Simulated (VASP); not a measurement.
# PbSe under changes of volume

One of the cells (27.640 Å³/atom); the others are scaled copies at fixed shape and fractional positions:

```
CELL_PARAMETERS angstrom
3.80938 0.00000 0.00000
0.00000 3.80938 0.00000
0.00000 0.00000 3.80938
ATOMIC_POSITIONS crystal
Pb 0.00000 0.00000 0.00000
Se 0.50000 0.50000 0.50000
```

Measurements of this composition are mostly on another form, of space group No. 225.

| Item | Value |
| --- | --- |
| Program | VASP 6.6.1 |
| Functional | PBE |
| Potentials or basis | VASP PAW PBE potentials, release 64 (Pb_d, Se) |
| Cutoff | 520 eV |
| k mesh | 7 × 7 × 7 |
| Occupations | fermi-dirac, width 0.05 eV |
| Spin | no spin polarisation |

```csv
volume (Å³/atom),energy over the lowest point (meV/atom),pressure (GPa)
25.472,13.53,3.2
26.014,4.73,2.0
26.556,0.00,0.8
27.640,0.83,-1.1
28.182,5.58,-1.9
28.724,?,?
```

Task: What does the run at 28.724 Å³/atom give?

Result: Energy over the lowest point 12.88 meV/atom; pressure -2.6 GPa.

Worked out: A Birch-Murnaghan fit of order 3 (a polynomial in V^(-2/3)) to the other rows has its minimum at 27.02 Å³/atom with B0 = V·E''(V) = 47 GPa and B' = 5.4. It gives 12.75 meV/atom at 28.724 Å³/atom, against the run's 12.88, and -dE/dV = -2.4 GPa, against -2.6.

Energies are extrapolated to zero smearing.
